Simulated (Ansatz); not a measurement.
# How Mg$_{2}$Sn (Fm-3m) stiffens under pressure

```yaml
crystal:
  lattice:
    - [0.00000, 3.38084, 3.38084]
    - [3.38084, 0.00000, 3.38084]
    - [3.38084, 3.38084, 0.00000]
  atoms:
    - { symbol: Mg, position: [0.25000, 0.25000, 0.25000] }
    - { symbol: Mg, position: [0.75000, 0.75000, 0.75000] }
    - { symbol: Sn, position: [0.00000, 0.00000, 0.00000] }
```

This is the zero-pressure cell. At each pressure cell and atoms are relaxed in this structure, and the constants are slopes of the stress at strains of ±0.005 with relaxed ions (the coefficients that govern stability under load). Level: r²SCAN, PAW on Ansatz 0.2.0's default frozen-core files (fitted under PBE), scalar-relativistic; k mesh 12×12×12, strains of ±0.005, fixed occupations, cutoff 500 eV. P is the pressure of the relaxed cell, less that of this one.

```tsv
P (GPa)	V/V₀	C11 (GPa)	C12 (GPa)	C44 (GPa)
0.00	1.0000	88.4	24.8	39.9
1.00	0.9794	93.5	28.3	41.8
1.97	0.9613	98.3	31.7	43.5
4.00	0.9281	108.0	38.6	46.7
7.00	0.8876	121.4	48.7	50.7
10.01	?	?	?	?
15.01	0.8090	153.9	74.7	58.3
```

Question: Does the bulk modulus from the constants agree with the pressure-volume curve?

Answer: A third-order Birch-Murnaghan fit to the volumes shown (F against f, f = [(V₀/V)^(2/3) − 1]/2) gives B₀ = 46.0 GPa and B′ = 4.1. Its −V dP/dV stands beside (C11 + 2C12)/3:

```
P (GPa)  from P(V)  from the constants
   0.00       46.0                46.0
   1.00       50.0                50.0
   1.97       53.9                53.9
   4.00       61.7                61.8
   7.00       72.9                72.9
  15.01      101.5               101.1
```

Question: What are the pressure derivatives at zero pressure?

Answer: Slopes at V₀ of quadratic fits in −ln(V/V₀) through the first four rows shown, divided by B₀: dC11/dP = 5.2, dC12/dP = 3.5, dC44/dP = 2.0. The mean slopes up to 2.0 GPa are 5.1, 3.5, 1.9; curvature and scatter of the constants part the two. The combination (dC11/dP + 2 dC12/dP)/3 = 4.1 stands against B′.

Question: Fill the row at 10.01 GPa.

Answer: Cubic fits in −ln(V/V₀) through all rows shown give C11 = 134.1, C12 = 58.6, C44 = 54.0 GPa. Computed: V/V₀ = 0.8541, C11 (GPa) = 134.0, C12 (GPa) = 58.6, C44 (GPa) = 54.0.

Question: Does a shear stiffness soften?

Answer: C44 goes from 39.9 to 58.3 GPa; (C11 − C12)/2 goes from 31.8 to 39.6 GPa. Neither ends more than 3 % under its start, and the lattice stays mechanically stable over this range.

Caveats: no other phase was computed; many crystals of this kind change structure within this range, and rows or crossings beyond such a change describe a metastable lattice; frozen-core PAW files fitted under PBE, their cores solved anew for the functional of the run; the gap is tiny at this level, and band order or a closed gap can change these values; phonons weren't checked at these pressures.
